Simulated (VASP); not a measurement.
# PtSe2 (Sudovikovite) (P-3m1) in VASP: settings compared

The runs below take PtSe2 (Sudovikovite) through relaxation of cell and atoms, with r2SCAN, TPSS.

Program: VASP 6.6.1. These are calculated values, not measurements. Logs are shortened: lines on timing, memory, paths and dates and some standing lists are left out, and cuts for length are marked.

## (1) Starting point

Symmetry: P-3m1, No. 164, trigonal system. The conventional cell has a = 3.724 Å, b = 3.724 Å, c = 5.062 Å, α = 90.00°, β = 90.00°, γ = 120.00°. Pt (site symmetry -3m) is surrounded by 6 Se at 2.49 Å. Around Se (site symmetry 3m) lie 3 Pt at 2.49 Å.

## (2) Relaxation of cell and atoms, r2SCAN

INCAR

```
PREC = Accurate ; ENCUT = 600
EDIFF = 1E-6 ; ISMEAR = 0
SIGMA = 0.05 ; LREAL = F
LASPH = T ; NELM = 100
ALGO = Normal ; ISIF = 3
LWAVE = F ; LCHARG = F
METAGGA = R2SCAN ; LMIXTAU = T
IBRION = 2 ; NSW = 40
EDIFFG = -0.01
```

KPOINTS

```
regular mesh
0
Gamma
  8 8 5
```

POSCAR

```
PtSe2
1.0
    3.7240000000      0.0000000000      0.0000000000
   -1.8620000000      3.2250786037      0.0000000000
    0.0000000000      0.0000000000      5.0620000000
Pt Se
1 2
Direct
    0.0000000000      0.0000000000      0.0000000000
    0.6666666667      0.3333333333      0.7500000000
    0.3333333333      0.6666666667      0.2500000000
```

Potentials or basis: VASP PAW PBE potentials, release 64 (Pt, Se).

Started as:

```
> cat potpaw_PBE.64/Pt/POTCAR potpaw_PBE.64/Se/POTCAR > POTCAR
> mpirun -np 1 vasp_std > vasp.out
```

OUTCAR:

```text
PREC = Accurate
   ENCUT = 600
   EDIFF = 1E-6
   ISMEAR = 0
   LREAL = F
   LASPH = T
   NELM = 100
   ISIF = 3
   METAGGA = R2SCAN
   IBRION = 2
   NSW = 40
   EDIFFG = -0.01

 ion  position               nearest neighbor table
   1  0.000  0.000  0.000-   2 2.49   3 2.49   2 2.49   3 2.49   2 2.49   3 2.49
   2  0.667  0.333  0.750-   1 2.49   1 2.49   1 2.49
   3  0.333  0.667  0.250-   1 2.49   1 2.49   1 2.49

  LATTYP: Found a hexagonal cell.
 ALAT       =     3.7240000000
 C/A-ratio  =     1.3592910849

  Lattice vectors:

 A1 = (   3.7240000000,   0.0000000000,   0.0000000000)
 A2 = (  -1.8620000000,   3.2250786037,   0.0000000000)
 A3 = (   0.0000000000,   0.0000000000,   5.0620000000)

Analysis of symmetry for initial positions (statically):
=====================================================================
 Subroutine PRICEL returns:
 Original cell was already a primitive cell.

 Routine SETGRP: Setting up the symmetry group for a
 hexagonal supercell.

 Subroutine GETGRP returns: Found 12 space group operations
 (whereof 12 operations were pure point group operations)
 out of a pool of 24 trial point group operations.

The static configuration has the point symmetry D_3d.

Analysis of symmetry for dynamics (positions and initial velocities):
=====================================================================
 Subroutine PRICEL returns:
 Original cell was already a primitive cell.

 Routine SETGRP: Setting up the symmetry group for a
 hexagonal supercell.

 Subroutine GETGRP returns: Found 12 space group operations
 (whereof 12 operations were pure point group operations)
 out of a pool of 24 trial point group operations.

The dynamic configuration has the point symmetry D_3d.

 Subroutine INISYM returns: Found 12 space group operations
 (whereof 12 operations are pure point group operations),
 and found     1 'primitive' translations

----------------------------------------------------------------------------------------

                                     Primitive cell

  volume of cell :      60.7956

  direct lattice vectors                    reciprocal lattice vectors
     3.724000000  0.000000000  0.000000000     0.268528464  0.155034981  0.000000000
    -1.862000000  3.225078604  0.000000000     0.000000000  0.310069962  0.000000000
     0.000000000  0.000000000  5.062000000     0.000000000  0.000000000  0.197550375

  length of vectors
     3.724000000  3.724000000  5.062000000     0.310069962  0.310069962  0.197550375

  position of ions in fractional coordinates (direct lattice)
     0.000000000  0.000000000  0.000000000
     0.666666667  0.333333333  0.750000000
     0.333333333  0.666666667  0.250000000

  ion indices of the primitive-cell ions
   primitive index   ion index
                 1           1
                 2           2
                 3           3

----------------------------------------------------------------------------------------

 KPOINTS: regular mesh

Automatic generation of k-mesh.
 Grid dimensions read from file:
 generate k-points for:    8    8    5

 Generating k-lattice:

  Cartesian coordinates                     Fractional coordinates (reciprocal lattice)
     0.033566058  0.019379373  0.000000000     0.125000000  0.000000000  0.000000000
     0.000000000  0.038758745  0.000000000     0.000000000  0.125000000  0.000000000
     0.000000000  0.000000000  0.039510075     0.000000000  0.000000000  0.200000000

  Length of vectors
     0.038758745  0.038758745  0.039510075

  Shift w.r.t. Gamma in fractional coordinates (k-lattice)
     0.000000000  0.000000000  0.000000000

 Subroutine IBZKPT returns following result:
 ===========================================

 Found     40 irreducible k-points:

 Following reciprocal coordinates:
            Coordinates               Weight
  0.000000  0.000000  0.000000      1.000000
  0.125000 -0.000000  0.000000      6.000000
  0.250000 -0.000000  0.000000      6.000000
  0.375000  0.000000  0.000000      6.000000
  0.500000 -0.000000  0.000000      3.000000
  0.125000  0.125000  0.000000      6.000000
[... 16 lines left out ...]
 -0.125000  0.500000  0.200000     12.000000
  0.250000  0.250000  0.200000     12.000000
 [... further k-points ...]
   k-points           NKPTS =     40   k-points in BZ     NKDIM =     40   number of bands    NBANDS=     15
   number of dos      NEDOS =    301   number of ions     NIONS =      3
   total plane-waves  NPLWV =  36000
   dimension x,y,z NGX =    30 NGY =   30 NGZ =   40
   dimension x,y,z NGXF=    60 NGYF=   60 NGZF=   80
   ions per type =               1   2
   NGX,Y,Z   is equivalent  to a cutoff of  13.39, 13.39, 13.14 a.u.
   NGXF,Y,Z  is equivalent  to a cutoff of  26.79, 26.79, 26.27 a.u.
 SYSTEM =  unknown system
   PREC   = accura    normal or accurate (medium, high low for compatibility)
   ISTART =      0    job   : 0-new  1-cont  2-samecut
   ICHARG =      2    charge: 1-file 2-atom 10-const
   ISPIN  =      1    spin polarized calculation?
   LNONCOLLINEAR =      F non collinear calculations
   LSORBIT =      F    spin-orbit coupling
   LASPH  =      T    aspherical Exc in radial PAW
   ENCUT  =  600.0 eV  44.10 Ry    6.64 a.u.   7.44  7.44 10.11*2*pi/ulx,y,z
   NELM   =    100;   NELMIN=  2; NELMDL= -5     # of ELM steps
   EDIFF  = 0.1E-05   stopping-criterion for ELM
   LREAL  =      F    real-space projection
   EDIFFG = -.1E-01   stopping-criterion for IOM
   NSW    =     40    number of steps for IOM
   IBRION =      2    ionic relax: 0-MD 1-quasi-New 2-CG
   NFREE  =      1    steps in history (QN), initial steepest desc. (CG)
   ISIF   =      3    stress and relaxation
   ISYM   =      2    0-nonsym 1-usesym 2-fastsym
   POTIM  = 0.5000    time-step for ionic-motion
   TEBEG  =    0.0;   TEEND  =   0.0 temperature during run
   PSTRESS=    0.0 pullay stress
   NELECT =      22.0000    total number of electrons
   NUPDOWN=      -1.0000    fix difference up-down
   EMIN   =  10.00;   EMAX   =-10.00  energy-range for DOS
   EFERMI =   0.00;   METHOD = LEGACY
   ISMEAR =     0;   SIGMA  =   0.05  broadening in eV -4-tet -1-fermi 0-gaus
   EFERMI_NEDOS =   21; number of points for ismear=-14 and -15
   IALGO  =     38    algorithm
   IMIX   =      4    mixing-type and parameters
     AMIX     =   0.40;   BMIX     =  1.00
     AMIX_MAG =   1.60;   BMIX_MAG =  1.00
  volume/ion in A,a.u.               =      20.27       136.76
  Fermi-wavevector in a.u.,A,eV,Ry     =   1.166608  2.204570 18.517184  1.360975
  Thomas-Fermi vector in A             =   2.303119
   LORBIT       =      0    0 simple, 1 ext, 2 COOP (PROOUT), +10 PAW based schemes
   METAGGA = R2SCAN    functional components
   LHFCALC =     F    Hartree Fock is set to
   AEXX    =    0.0000 exact exchange contribution
   IVDW    =     0    specifies the selected vdW correction
   LEPSILON=     F    determine dielectric tensor
   LRPA    =     F    only Hartree local field effects (RPA)
 conjugate gradient relaxation of ions
 non-spin polarized calculation
 Gauss-broadening in eV      SIGMA  =   0.05
  energy-cutoff  :      600.00
  volume of cell :       60.80
 maximum number of plane-waves:      2057
 NGX is ok and might be reduce to    30
   NGX = 15   NGY = 15   NGZ = 21

--------------------------------------- Ionic step        1  -------------------------------------------

 number of electron      22.0000000 magnetization

 Free energy of the ion-electron system (eV)
  ---------------------------------------------------
  ext. energy  EPLUGINS =         0.00000000
  ---------------------------------------------------
  free energy    TOTEN  =       -81.42552741 eV

  energy without entropy =      -81.42508202  energy(sigma->0) =      -81.42530471

------------------------ aborting loop because EDIFF is reached ----------------------------------------

  FORCE on cell =-STRESS in cart. coord.  units (eV):
  Direction    XX          YY          ZZ          XY          YZ          ZX
  --------------------------------------------------------------------------------------
  -------------------------------------------------------------------------------------
  Total        1.8905507      1.8905507      1.9271530      0.0000000      0.0000000      0.0000000
  in kB       49.8226458     49.8226458     50.7872462      0.0000000      0.0000000      0.0000000
  external PRESSURE =      50.1441793 kB  Pullay stress =       0.0000000 kB
[... 92 lines left out ...]
  FREE ENERGIE OF THE ION-ELECTRON SYSTEM (eV)
  ---------------------------------------------------
  free  energy   TOTEN  =       -81.4590069979 eV

  energy  without entropy=      -81.4585603132  energy(sigma->0) =      -81.45878366

 E-fermi :   5.2167     XC(G=0): -10.6871

 val. band max:        5.0437764465   @ k =   0.0000   0.0000   0.0000
 cond. band min:       5.4019025024   @ k =   0.0000   0.2500   0.4000
 fundamental gap:      0.3581260559
 Fermi energy:         5.2167006478

 k-point     1 :       0.0000    0.0000    0.0000
  band No.  band energies     occupation
      1     -10.5751      2.00000
      2      -8.3171      2.00000
      3      -1.7673      2.00000
      4      -1.1198      2.00000
      5      -1.1198      2.00000
      6       1.1545      2.00000
      7       1.1545      2.00000
      8       2.4866      2.00000
      9       4.1695      2.00000
     10       4.1695      2.00000
     11       5.0438      2.00000
     12       6.9754      0.00000
     13       6.9754      0.00000
     14       9.6654      0.00000
     15       9.8120      0.00000
[... 397 lines left out ...]
 k-point    24 :       0.2500    0.2500    0.2000
  band No.  band energies     occupation
      1      -9.0143      2.00000
      2      -8.6557      2.00000
      3      -1.4521      2.00000
      4      -0.8761      2.00000
      5      -0.4496      2.00000
      6       0.2298      2.00000
      7       0.4474      2.00000
      8       1.7848      2.00000
      9       2.0346      2.00000
     10       2.6383      2.00000
     11       3.6941      2.00000
     12       5.6392      0.00000
     13       6.5726      0.00000
     14      10.3731      0.00000
     15      12.6800      0.00000

 [... further k-points ...]

[... ionic steps 4 to 12 ...]

--------------------------------------- Ionic step       13  -------------------------------------------

 number of electron      21.9999997 magnetization

------------------------ aborting loop because EDIFF is reached ----------------------------------------

  FORCE on cell =-STRESS in cart. coord.  units (eV):
  Direction    XX          YY          ZZ          XY          YZ          ZX
  --------------------------------------------------------------------------------------
  -------------------------------------------------------------------------------------
  Total       -0.0669064     -0.0669064      0.0685631      0.0000000     -0.0000000      0.0000000
  in kB       -1.5430313     -1.5430313      1.5812382      0.0000000     -0.0000000      0.0000000
  external PRESSURE =      -0.5016082 kB  Pullay stress =       0.0000000 kB
[... 59 lines left out ...]
  energy  without entropy=      -81.4965756154  energy(sigma->0) =      -81.49657562

--------------------------------------- Ionic step       15  -------------------------------------------

 number of electron      21.9999997 magnetization

 Free energy of the ion-electron system (eV)
  ---------------------------------------------------
  ext. energy  EPLUGINS =         0.00000000
  ---------------------------------------------------
  free energy    TOTEN  =       -81.49657944 eV

  energy without entropy =      -81.49657944  energy(sigma->0) =      -81.49657944

 E-fermi :   4.6066     XC(G=0): -10.4168

 val. band max:        4.3794845749   @ k =   0.1250  -0.0000   0.0000
 cond. band min:       5.0229771353   @ k =   0.0000   0.2500   0.4000
 fundamental gap:      0.6434925604
 Fermi energy:         4.6066464872

 k-point     1 :       0.0000    0.0000    0.0000
  band No.  band energies     occupation
      1     -10.9334      2.00000
      2      -8.7698      2.00000
      3      -2.0132      2.00000
      4      -1.5655      2.00000
      5      -1.5655      2.00000
      6       0.7384      2.00000
      7       0.7384      2.00000
      8       2.1632      2.00000
      9       3.7552      2.00000
     10       3.7552      2.00000
     11       4.3757      2.00000
     12       6.7277      0.00000
     13       6.7277      0.00000
     14       9.1867      0.00000
     15       9.5654      0.00000
[... 397 lines left out ...]
 k-point    24 :       0.2500    0.2500    0.2000
  band No.  band energies     occupation
      1      -9.3914      2.00000
      2      -9.0572      2.00000
      3      -1.8552      2.00000
      4      -1.2729      2.00000
      5      -0.8559      2.00000
      6      -0.1375      2.00000
      7       0.0376      2.00000
      8       1.3598      2.00000
      9       1.6942      2.00000
     10       2.2386      2.00000
     11       3.3075      2.00000
     12       5.2964      0.00000
     13       6.1823      0.00000
     14      10.0449      0.00000
     15      12.1146      0.00000

 [... further k-points ...]

------------------------ aborting loop because EDIFF is reached ----------------------------------------

  FORCE on cell =-STRESS in cart. coord.  units (eV):
  Direction    XX          YY          ZZ          XY          YZ          ZX
  --------------------------------------------------------------------------------------
  -------------------------------------------------------------------------------------
  Total       -0.0176431     -0.0176431     -0.0061461      0.0000000      0.0000000      0.0000000
  in kB       -0.4076452     -0.4076452     -0.1420051      0.0000000      0.0000000      0.0000000
  external PRESSURE =      -0.3190985 kB  Pullay stress =       0.0000000 kB
[... 18 lines left out ...]
  FREE ENERGIE OF THE ION-ELECTRON SYSTEM (eV)
  ---------------------------------------------------
  free  energy   TOTEN  =       -81.4965794386 eV

  energy  without entropy=      -81.4965794386  energy(sigma->0) =      -81.49657944

 reached required accuracy - stopping structural energy minimisation
```

Wall time 19 min (1 thread of Intel Xeon Platinum 8488C (Sapphire Rapids), shared host); peak memory 0.23 GiB.

Results:

* Free energy: -81.4966 eV
* Relaxed volume: 23.11 Å³/atom
* Relaxed cell: a = 3.720 Å, b = 3.720 Å, c = 5.786 Å, α = 90.00°, β = 90.00°, γ = 120.00°
* Space group after relaxing (to 0.05 Å): P-3m1 (No. 164)
* Energy gained by relaxing: 23.7 meV/atom
* Ionic steps: 15
* Pressure after relaxing: 0.0 GPa
* Largest force after relaxing: 0.008 eV/Å
* Band gap on the k mesh: 0.64 eV, indirect (least direct gap 1.00 eV)

Forces in eV/Å, atoms in the order of the input:
```
Pt   0.000  0.000  0.000
Se   0.000  0.000  0.008
Se   0.000  0.000 -0.008
```

Step by step:
```
step  energy change (eV)  largest force (eV/Å)  pressure (GPa)  volume (Å³)
   1              0.0000                0.3838            5.01        60.80
   2              0.0570                0.7987           -6.56        66.55
   3             -0.0335                0.1089            0.03        62.87
   4             -0.0335                0.0998            0.13        62.83
   5             -0.0373                0.1127            0.13        63.06
   6             -0.0457                0.1509            0.16        63.71
   7             -0.0524                0.2347            0.41        64.97
   8             -0.0558                0.2249            0.21        65.41
   9             -0.0635                0.1938           -0.34        66.73
  10             -0.0683                0.1245           -1.09        69.41
  11             -0.0707                0.0143           -0.19        69.52
  12             -0.0707                0.0298           -0.10        69.53
  13             -0.0708                0.0243           -0.05        69.47
  14             -0.0710                0.0068            0.07        69.30
  15             -0.0711                0.0081           -0.03        69.34
```

Final structure:
```
Pt Se
1.0
     3.72000    0.00000    0.00000
    -1.86000    3.22161    0.00000
     0.00000    0.00000    5.78613
Pt Se
1 2
Direct
  0.00000 0.00000 0.00000
  0.66667 0.33333 0.77342
  0.33333 0.66667 0.22658
```

Levels at points of the mesh, in eV from the valence-band top:
| k point | band 9 | band 10 | band 11 | band 12 | band 13 | band 14 |
| --- | --- | --- | --- | --- | --- | --- |
| (0.00, 0.00, 0.00) | -0.62 | -0.62 | 0.00 | 2.35 | 2.35 | 4.81 |
| (0.50, 0.00, 0.00) | -2.74 | -2.66 | -2.60 | 1.55 | 2.49 | 5.01 |

Caveat: the PAW data sets were made with another functional, which shifts forces and pressure a little; spin-orbit coupling is left out, which moves the levels of the heavy elements; an odd mesh through Γ misses points on the zone boundary, where band edges often lie; the volume moved by +14 % from the deposited cell, more than functionals usually miss.

(Continued in part 2 of 2.)
